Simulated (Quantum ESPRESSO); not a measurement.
Crystal: AlRu.

```
CELL_PARAMETERS angstrom
2.99160 0.00000 0.00000
0.00000 2.99160 0.00000
0.00000 0.00000 2.99160
ATOMIC_POSITIONS crystal
Ru 0.50000 0.50000 0.50000
Al 0.00000 0.00000 0.00000
```

```yaml
Program: Quantum ESPRESSO 7.5
Task: phonons
Functional: LDA
Potentials_or_basis: GBRV 1.5 LDA
Cutoff: 612 eV
Density_cutoff: 4898 eV
k_mesh: 9 × 9 × 9
Occupations: cold, width 0.2 eV
Spin: no spin polarisation
Form_of_the_LDA_correlation: PZ81
Mixing_beta: 0.5
Most_SCF_iterations: 120
SCF_threshold: 4e-10 Ry
```

The cell and the atoms were relaxed first, to 12.89 Å³/atom (a = 2.954 Å, b = 2.954 Å, c = 2.954 Å, α = 90.00°, β = 90.00°, γ = 90.00°), and the response was taken there.

Question: Which optical modes does the crystal have at the zone centre, and which show in infrared and Raman spectra?

Answer: The optical modes are T1u. Infrared active: T1u. None is Raman active.

Optical modes at Γ, degenerate ones joined:
| cm⁻¹ | components | symmetry | active in |
| --- | --- | --- | --- |
| 327 | 3 | T1u | IR |

Caveat: the mesh is thin for the phonons of a metal.
